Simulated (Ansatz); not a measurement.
# MgO: a trigonal deformation path

One table from this session's results is given with a row withheld; the runs are named, their logs left out.

The COD cell was measured well above room temperature, so it is larger than a cold one.

Method: DFT PBEsol, scalar-relativistic, plane waves, PAW, in Ansatz 0.2.0.

### The starting structure

The structure is cubic, space group Fm-3m (No. 225). The conventional cell has a = 4.270 Å, b = 4.270 Å, c = 4.270 Å, α = 90.00°, β = 90.00°, γ = 90.00°. Mg (site symmetry m-3m) has 6 O at 2.14 Å in its first shell of neighbours. O (site symmetry m-3m) has 6 Mg at 2.14 Å in its first shell of neighbours.

Coordinates:

```
CELL_PARAMETERS angstrom
0.00000 2.13515 2.13515
2.13515 0.00000 2.13515
2.13515 2.13515 0.00000
ATOMIC_POSITIONS crystal
Mg 0.00000 0.00000 0.00000
O 0.50000 0.50000 0.50000
```

No relaxation comes first: the listed cell is the starting point.

### The reference cell

The reference gives a free energy of -2475.8573 eV, pressure -5.76 GPa, largest force 0.000 eV/Å and gap on the mesh 4.25 eV. It was computed beforehand with the settings of the runs below.

The first run:

At fixed volume and fractional coordinates, lengths along (0.577, 0.577, 0.577) are scaled against those across it; ρ is that ratio over its starting value.

Contents of input.yaml:

```yaml
crystal:
  lattice:
    - [-0.8967068099, 1.7934136198, 1.7934136198]
    - [1.7934136198, -0.8967068099, 1.7934136198]
    - [1.7934136198, 1.7934136198, -0.8967068099]
  atoms:
    - { symbol: Mg, position: [0.0, 0.0, 0.0] }
    - { symbol: O, position: [0.5, 0.5, 0.5] }
basis:
  ecutwfc: 420
kpoints:
  mp_grid: { grid: [10, 10, 10] }
hamiltonian:
  xc: pbesol
scf:
  occupations: { method: gaussian, width: 0.05 }
output:
  forces: true
  stress: true
  eigenvalues: true
```

Launch:

```bash
$ ansatz run input.yaml --threads 1 --pin off --max-ram 2560MiB --backend cpu --events-out ev --progress --plain --runs-dir out
```

Among the steps run: At ρ = 0.500; Point ρ = 2.000; At ρ = 0.710; ρ = 1.410; Point ρ = 0.600; At ρ = 0.850; Point ρ = 1.200; At ρ = 1.700; ρ = 0.930; ρ = 1.080.

One of the session's tables, all rows but one given; the rest of the session is left out.

Collected from the runs (energy zero: the undisturbed cell):

| ρ | ΔE (meV/atom) | pressure (GPa) | gap on the mesh (eV) |
| --- | --- | --- | --- |
| 0.500 | 747.4 | -8.3 | 1.92 |
| 0.600 | ? | ? | ? |
| 0.710 | 414.9 | -5.8 | 2.58 |
| 0.850 | 122.9 | -5.6 | 3.34 |
| 0.930 | 27.3 | -5.7 | 3.86 |
| 1.000 | 0.0 | -5.8 | 4.25 |
| 1.080 | 35.6 | -5.7 | 3.93 |
| 1.200 | 217.2 | -4.9 | 2.95 |
| 1.410 | 853.4 | -1.0 | 0.21 |
| 1.700 | 2083.7 | 12.6 | 0.00 |
| 2.000 | 3190.9 | 28.4 | 0.00 |

Estimate the missing values for ρ = 0.600.

Worked estimate for «ΔE (meV/atom)». A straight line through the neighbours (0.500, 747.4) and (0.710, 414.9) gives 747.4 + (414.9 − 747.4) × (0.600 − 0.500) / (0.710 − 0.500) = 589.1; a parabola fitted to 3 rows on both sides gives 604.9.

The run gave: ΔE (meV/atom): 654.3; pressure (GPa): -7.0; gap on the mesh (eV): 2.28. In «ΔE (meV/atom)» the line misses by -65.2 and the parabola by -49.4.

Where the gap reads zero, the mesh chosen for the insulator is on the coarse side.

Caveats from the session: Spin polarisation is off in the runs that give these values; a magnetic solution could lie lower.
